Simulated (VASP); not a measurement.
# AlN (P6_3mc) in VASP: a series of runs, part 2 of 3

VASP 6.6.1.

**3. Dielectric tensor, PBE**

INCAR

```
ALGO     = Fast           # electronic algorithm
EDIFF    = 1E-8           # SCF threshold, eV
ENCUT    = 520            # plane-wave cutoff, eV
GGA      = PE             # functional
ISIF     = 2              # what is computed and relaxed
ISMEAR   = 0              # smearing method
LASPH    = True           # aspherical terms in the spheres
LCHARG   = False          # write CHGCAR
LEPSILON = True           # dielectric tensor by DFPT
LREAL    = False          # projectors in reciprocal space
LWAVE    = False          # write WAVECAR
NELM     = 80             # most SCF steps
PREC     = Accurate       # precision mode
SIGMA    = 0.03           # smearing width, eV
```

KPOINTS

```
k-points
0
Gamma
  12 12 6
```

POSCAR

```
AlN                                     
1.0
    3.1131018734      0.0000000000     -0.0000000000
   -1.5565509367      2.6960253069      0.0000000000
   -0.0000000000      0.0000000000      4.9818131039
  Al              N             
     2     2
Direct
     0.3333333332999970    0.6666666667000030    0.9989855796471589
     0.6666666667000030    0.3333333332999970    0.4989855796471589
     0.3333333332999970    0.6666666667000030    0.3810144203528436
     0.6666666667000030    0.3333333332999970    0.8810144203528436
```

Potentials or basis: VASP PAW PBE potentials, release 64 (Al, N).

On the command line:

```console
$ cat potpaw_PBE.64/Al/POTCAR potpaw_PBE.64/N/POTCAR > POTCAR
$ mpirun -np 1 vasp_std > vasp.out
```

OUTCAR:

```text
EDIFF = 1E-8
   ENCUT = 520
   GGA = PE
   ISIF = 2
   ISMEAR = 0
   LASPH = True
   LEPSILON = True
   LREAL = False
   NELM = 80
   PREC = Accurate

 ion  position               nearest neighbor table
   1  0.333  0.667  0.999-   4 1.89   4 1.89   4 1.89   3 1.90   2 3.07   2 3.07   2 3.07   2 3.07
                             2 3.07   2 3.07
   2  0.667  0.333  0.499-   3 1.89   3 1.89   3 1.89   4 1.90   1 3.07   1 3.07   1 3.07   1 3.07
                             1 3.07   1 3.07
   3  0.333  0.667  0.381-   2 1.89   2 1.89   2 1.89   1 1.90
   4  0.667  0.333  0.881-   1 1.89   1 1.89   1 1.89   2 1.90

  LATTYP: Found a hexagonal cell.
 ALAT       =     3.1131018734
 C/A-ratio  =     1.6002730738

  Lattice vectors:

 A1 = (   3.1131018734,   0.0000000000,   0.0000000000)
 A2 = (  -1.5565509367,   2.6960253069,   0.0000000000)
 A3 = (   0.0000000000,   0.0000000000,   4.9818131039)

Analysis of symmetry for initial positions (statically):
[... 602 lines left out ...]
  ---------------------------------------------------
  free energy    TOTEN  =        -0.46449204 eV

  energy without entropy =       -0.46449204

------------------------ aborting loop because EDIFF is reached ----------------------------------------

 PIEZOELECTRIC TENSOR FIELD DIRECTION 3  (e Angst)
 -----------------------------------------------------------------------------
     0.68516  0.00000 -0.00000           (  0.00355  0.00000  0.00000)
     0.00000  0.68516  0.00000           (  0.00000  0.00355  0.00000)
     0.00000  0.00000 -1.04438           (  0.00000  0.00000 -0.00336)

 PIEZOELECTRIC TENSOR FIELD DIRECTION 3  (C/m^2)
 -----------------------------------------------------------------------------
     0.26254  0.00000 -0.00000
     0.00000  0.26254  0.00000
     0.00000  0.00000 -0.40019

 MACROSCOPIC STATIC DIELECTRIC TENSOR (including local field effects in DFT)
 ------------------------------------------------------
           4.434418     0.000000     0.000000
          -0.000000     4.434418     0.000000
          -0.000000    -0.000000     4.657994
 ------------------------------------------------------

 PIEZOELECTRIC TENSOR (including local field effects)  for field in x, y, z        (e  Angst)
          XX          YY          ZZ          XY          YZ          ZX
  --------------------------------------------------------------------------------
  x    -0.00000     0.00000     0.00000     0.00000     0.00000     0.87828
  y    -0.00000    -0.00000    -0.00000     0.00000     0.87828     0.00000
  z     0.68516     0.68516    -1.04438     0.00000     0.00000     0.00000

 PIEZOELECTRIC TENSOR (including local field effects)  for field in x, y, z        (C/m^2)
          XX          YY          ZZ          XY          YZ          ZX
  --------------------------------------------------------------------------------
  x    -0.00000     0.00000     0.00000     0.00000     0.00000     0.33654
  y    -0.00000    -0.00000    -0.00000     0.00000     0.33654     0.00000
  z     0.26254     0.26254    -0.40019     0.00000     0.00000     0.00000

 BORN EFFECTIVE CHARGES (including local field effects) (in |e|, cummulative output)
 ---------------------------------------------------------------------------------
 ion    1
    1     2.51327     0.00000     0.00000
    2     0.00000     2.51327     0.00000
    3     0.00000     0.00000     2.67600
 ion    2
    1     2.51327     0.00000     0.00000
    2     0.00000     2.51327     0.00000
    3     0.00000    -0.00000     2.67600
 ion    3
    1    -2.51327     0.00000     0.00000
    2     0.00000    -2.51327     0.00000
    3     0.00000     0.00000    -2.67600
 ion    4
    1    -2.51327     0.00000     0.00000
    2     0.00000    -2.51327     0.00000
    3    -0.00000     0.00000    -2.67600
```

OSZICAR:

```text
N       E                     dE             d eps       ncg     rms          rms(c)
DAV:   1     0.516462005527E+02    0.51646E+02   -0.75865E+03  1824   0.119E+03
[... 13 lines left out ...]
RMM:   5    -0.463370247647E+00   -0.39883E-02   -0.21574E-04  3184   0.126E-01    0.215E-02
RMM:   6    -0.464141744915E+00   -0.77150E-03   -0.19354E-05  3247   0.351E-02    0.705E-03
RMM:   7    -0.464412278730E+00   -0.27053E-03   -0.15234E-06  3260   0.107E-02    0.214E-03
RMM:   8    -0.464493486816E+00   -0.81208E-04   -0.19753E-07  3292   0.374E-03    0.266E-04
RMM:   9    -0.464492714911E+00    0.77191E-06   -0.10248E-08  3367   0.678E-04    0.712E-05
RMM:  10    -0.464492035995E+00    0.67892E-06   -0.62308E-09  2836   0.166E-04    0.174E-05
RMM:  11    -0.464492036690E+00   -0.69453E-09    0.88474E-09  1754   0.588E-05    0.258E-06
```

stdout:

```text
POSCAR found type information on POSCAR AlN
 POSCAR found :  2 types and       4 ions
 scaLAPACK will be used
 LDA part: xc-table for (Slater+PW92), standard interpolation
 POSCAR, INCAR and KPOINTS ok, starting setup
 FFT: planning ... GRIDC
 FFT: planning ... GRID_SOFT
 FFT: planning ... GRID
 WAVECAR not read
 entering main loop
 Linear response reoptimize wavefunctions to high precision
 Linear response G [H, r] |phi>, progress :
  Direction:   1
 Linear response G [H, r] |phi>, progress :
  Direction:   2
 Linear response G [H, r] |phi>, progress :
  Direction:   3
 Linear response to external field (no local field effect), progress :
  Direction:   1
 dielectric tensor                  component  1 :     4.028    -0.989    -0.298
 Linear response to external field (no local field effect), progress :
  Direction:   2
 dielectric tensor                  component  2 :    -0.989     5.123    -0.211
 Linear response to external field (no local field effect), progress :
  Direction:   3
 dielectric tensor                  component  3 :    -0.298    -0.211     4.780
 Linear response to external field, progress :
  Direction:   1
 dielectric tensor                  component  1 :     4.434    -0.149    -0.000
 Linear response to external field, progress :
  Direction:   2
 dielectric tensor                  component  2 :    -0.337     4.434    -0.000
 Linear response to external field, progress :
  Direction:   3
 dielectric tensor                  component  3 :    -0.300    -0.214     4.658
 Born effective charges drift removed
```

It took 2.6 min on 1 thread of Intel Xeon 6975P-C (Granite Rapids), shared host; peak memory 0.4 GiB.

Results:

- Band gap on the k mesh: 4.19 eV, direct
- Electronic dielectric tensor (diagonal): 4.43, 4.43, 4.66
- Born charges (mean of the diagonal): Al +2.57; N -2.57 e

Electronic dielectric tensor:
```
4.43 0.00 0.00
0.00 4.43 0.00
0.00 0.00 4.66
```

Born effective charge tensors (e):
atom 1, Al
```
2.51 0.00 0.00
0.00 2.51 0.00
0.00 0.00 2.68
```
atom 2, Al
```
2.51 0.00 0.00
0.00 2.51 0.00
0.00 0.00 2.68
```
atom 3, N
```
-2.51  0.00  0.00
 0.00 -2.51  0.00
 0.00  0.00 -2.68
```
atom 4, N
```
-2.51  0.00  0.00
 0.00 -2.51  0.00
 0.00  0.00 -2.68
```

**4. Optical spectrum, PBE**

INCAR

```
ALGO     = Fast           # electronic algorithm
CSHIFT   = 0.05         
EDIFF    = 1E-6           # SCF threshold, eV
ENCUT    = 520            # plane-wave cutoff, eV
GGA      = PE             # functional
ISIF     = 2              # what is computed and relaxed
ISMEAR   = 0              # smearing method
LASPH    = True           # aspherical terms in the spheres
LCHARG   = False          # write CHGCAR
LOPTICS  = True           # frequency-dependent dielectric function
LREAL    = False          # projectors in reciprocal space
LWAVE    = False          # write WAVECAR
NBANDS   = 56             # bands
NEDOS    = 2000           # points of the DOS
NELM     = 80             # most SCF steps
PREC     = Accurate       # precision mode
SIGMA    = 0.03           # smearing width, eV
```

KPOINTS is that of step 3.

POSCAR is that of step 3.

Potentials or basis: VASP PAW PBE potentials, release 64 (Al, N).

On the command line:

```console
$ cat potpaw_PBE.64/Al/POTCAR potpaw_PBE.64/N/POTCAR > POTCAR
$ mpirun -np 1 vasp_std > vasp.out
```

OUTCAR:

```text
EDIFF = 1E-6
   ENCUT = 520
   GGA = PE
   ISIF = 2
   ISMEAR = 0
   LASPH = True
   LREAL = False
   NELM = 80
   PREC = Accurate

 ion  position               nearest neighbor table
   1  0.333  0.667  0.999-   4 1.89   4 1.89   4 1.89   3 1.90   2 3.07   2 3.07   2 3.07   2 3.07
                             2 3.07   2 3.07
   2  0.667  0.333  0.499-   3 1.89   3 1.89   3 1.89   4 1.90   1 3.07   1 3.07   1 3.07   1 3.07
                             1 3.07   1 3.07
   3  0.333  0.667  0.381-   2 1.89   2 1.89   2 1.89   1 1.90
   4  0.667  0.333  0.881-   1 1.89   1 1.89   1 1.89   2 1.90

  LATTYP: Found a hexagonal cell.
[... 800 lines left out ...]
     1.67011     0.00901     0.00901     0.01060    -0.00000     0.00000     0.00000
     2.50516     0.01572     0.01572     0.01889    -0.00000     0.00000     0.00000
     3.34021     0.02737     0.02737     0.03471    -0.00000     0.00000     0.00000
     4.17527     0.07492     0.07492     0.52870    -0.00000     0.00000     0.00000
[... 92 lines left out ...]
    81.83521     0.00010     0.00010     0.00010    -0.00000     0.00000     0.00000
    82.67027     0.00010     0.00010     0.00010    -0.00000     0.00000     0.00000

  frequency dependent      REAL DIELECTRIC FUNCTION (independent particle, no local field effects) density-density
     E(ev)        X           Y           Z          XY          YZ          ZX
  --------------------------------------------------------------------------------------------------------------
     0.00000     4.56542     4.56542     4.77040    -0.00000     0.00000     0.00000
     0.83505     4.59964     4.59964     4.81022    -0.00000     0.00000    -0.00000
     1.67011     4.70792     4.70792     4.93701    -0.00000     0.00000    -0.00000
     2.50516     4.91052     4.91052     5.17783    -0.00000     0.00000    -0.00000
     3.34021     5.25889     5.25889     5.60659    -0.00000     0.00000    -0.00000
     4.17527     5.95596     5.95596     6.51239    -0.00000     0.00000     0.00000
[... 92 lines left out ...]
    81.83521     0.92678     0.92678     0.92697     0.00000    -0.00000     0.00000
    82.67027     0.92841     0.92841     0.92859     0.00000    -0.00000     0.00000

  frequency dependent IMAGINARY DIELECTRIC FUNCTION (independent particle, no local field effects) current-current
     E(ev)      X         Y         Z        XY        YZ        ZX
  --------------------------------------------------------------------------------------------------------------
     0.00000     8.53985     8.53985     9.03086     0.00000     0.00000    -0.00000
     0.83505     0.43522     0.43522     0.46113     0.00000     0.00000    -0.00000
     1.67011     0.23103     0.23103     0.24634     0.00000     0.00000    -0.00000
     2.50516     0.17182     0.17182     0.18566     0.00000     0.00000    -0.00000
     3.34021     0.15488     0.15488     0.17263     0.00000     0.00000    -0.00000
     4.17527     0.19368     0.19368     0.66175     0.00000     0.00000    -0.00000
[... 92 lines left out ...]
    81.83521     0.00001     0.00001     0.00001    -0.00000    -0.00000    -0.00000
    82.67027     0.00001     0.00001     0.00001    -0.00000    -0.00000    -0.00000

  frequency dependent      REAL DIELECTRIC FUNCTION (independent particle, no local field effects) current-current
     E(ev)        X           Y           Z          XY          YZ          ZX
  --------------------------------------------------------------------------------------------------------------
     0.00000     4.56504     4.56504     4.76996    -0.00000    -0.00000     0.00000
     0.83505     4.59917     4.59917     4.80967    -0.00000    -0.00000     0.00000
     1.67011     4.70741     4.70741     4.93642    -0.00000    -0.00000     0.00000
     2.50516     4.90994     4.90994     5.17714    -0.00000    -0.00000     0.00000
     3.34021     5.25814     5.25814     5.60565    -0.00000    -0.00000     0.00000
     4.17527     5.95443     5.95443     6.49826    -0.00000    -0.00000     0.00000
[... 92 lines left out ...]
    81.83521     0.92678     0.92678     0.92697     0.00000     0.00000     0.00000
    82.67027     0.92841     0.92841     0.92859     0.00000     0.00000     0.00000
```

OSZICAR:

```text
N       E                     dE             d eps       ncg     rms          rms(c)
DAV:   1     0.553306182314E+02    0.55331E+02   -0.50949E+03  8512   0.255E+02
DAV:   2    -0.319000651622E+02   -0.87231E+02   -0.81161E+02 10560   0.935E+01
DAV:   3    -0.345058041819E+02   -0.26057E+01   -0.25823E+01 10544   0.143E+01
DAV:   4    -0.345166574693E+02   -0.10853E-01   -0.10844E-01 11392   0.903E-01
DAV:   5    -0.345167396157E+02   -0.82146E-04   -0.82124E-04 10584   0.794E-02    0.122E+01
RMM:   6    -0.298178581753E+02    0.46989E+01   -0.78983E-01  9288   0.207E+00    0.433E+00
RMM:   7    -0.297821333794E+02    0.35725E-01   -0.20486E-02 10287   0.446E-01    0.277E+00
RMM:   8    -0.297735179534E+02    0.86154E-02   -0.25799E-02 10756   0.491E-01    0.425E-01
RMM:   9    -0.297725144464E+02    0.10035E-02   -0.50464E-04 11332   0.825E-02    0.283E-01
RMM:  10    -0.297728642197E+02   -0.34977E-03   -0.40541E-04 11009   0.455E-02    0.140E-01
RMM:  11    -0.297727673811E+02    0.96839E-04   -0.31908E-05 11984   0.160E-02    0.337E-02
RMM:  12    -0.297727651741E+02    0.22071E-05   -0.68597E-06 11776   0.701E-03    0.738E-03
RMM:  13    -0.297727650554E+02    0.11868E-06   -0.63019E-07 11564   0.203E-03
   1 F= -.29772765E+02 E0= -.29772765E+02  d E =-.507385E-12
 imaginary and real dielectric function
```

stdout:

```text
POSCAR found type information on POSCAR AlN
 POSCAR found :  2 types and       4 ions
 scaLAPACK will be used
 LDA part: xc-table for (Slater+PW92), standard interpolation
 POSCAR, INCAR and KPOINTS ok, starting setup
 FFT: planning ... GRIDC
 FFT: planning ... GRID_SOFT
 FFT: planning ... GRID
 WAVECAR not read
 entering main loop
 optical routines
 imaginary and real dielectric function
 recalculating local potential from charge density
 direction            1
 direction            2
 direction            3
```

Wall time 54 s (1 thread of Intel Xeon 6975P-C (Granite Rapids), shared host); peak memory 0.28 GiB.

Results:

* Free energy: -29.7728 eV
* Pressure: 3.4 GPa
* Largest force: 0.004 eV/Å
* Band gap on the k mesh: 4.19 eV, direct

Forces on the atoms (eV/Å):
```
Al   0.000  0.000  0.004
Al   0.000  0.000  0.004
N    0.000  0.000 -0.004
N    0.000  0.000 -0.004
```

Dielectric function (mean over the directions given):
```tsv
energy (eV)	real part	imaginary part
0.25	4.64	0.00
1.25	4.72	0.01
2.25	4.92	0.01
3.34	5.37	0.03
4.34	6.38	0.22
5.43	6.62	0.88
6.43	10.06	4.09
7.43	6.23	7.07
8.52	2.49	7.56
9.52	1.36	4.91
10.61	2.39	5.38
11.61	1.07	5.02
12.69	-2.26	4.06
13.69	-2.41	3.13
14.70	-2.06	2.31
15.78	-1.46	1.51
16.78	-1.09	1.00
17.87	-0.69	0.53
18.87	-0.36	0.32
19.96	-0.17	0.33
```

Caveat: spectra need much finer meshes, so this one isn't converged; independent-particle spectra lack excitons.

[end of part 2 of 3]
